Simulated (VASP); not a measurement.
GaN, 4 atoms in the cell. It takes space group P6_3mc (No. 186, hexagonal). The conventional cell has a = 3.180 Å, b = 3.180 Å, c = 5.166 Å, α = 90.00°, β = 90.00°, γ = 120.00°. Ga (site symmetry 3m) is surrounded by 4 N at 1.94 to 1.95 Å. N (site symmetry 3m) has 4 Ga at 1.94 to 1.95 Å as nearest neighbours. 

| Property | Result |
| --- | --- |
| Program | VASP 6.6.1 |
| Task | relaxation of cell and atoms |
| Functional | PBE |
| Potentials or basis | VASP PAW PBE potentials, release 64 (Ga_d, N) |
| Cutoff | 600 eV |
| k mesh | 12 × 12 × 5 |
| Occupations | gaussian, width 0.03 eV |
| Spin | no spin polarisation |
| Further INCAR settings | ALGO = Normal; EDIFF = 1e-06; IBRION = 2; EDIFFG = -0.01; NSW = 90; ISIF = 3 |

Potentials or basis: VASP PAW PBE potentials, release 64 (Ga_d, N).

The run is started by

```bash
$ cat potpaw_PBE.64/Ga_d/POTCAR potpaw_PBE.64/N/POTCAR > POTCAR
$ mpirun -np 1 vasp_std > vasp.out
```

Hardware: 1 thread of Intel(R) Xeon(R) 6975P-C (Granite Rapids), with other jobs on the host.

Q: Estimate the wall time of this run.

A: Wall time 95 s on 1 thread of Intel(R) Xeon(R) 6975P-C (Granite Rapids), with other jobs on the host, peak memory 0.22 GiB. Counts: scf iterations 43, k points 57, ion steps 5.
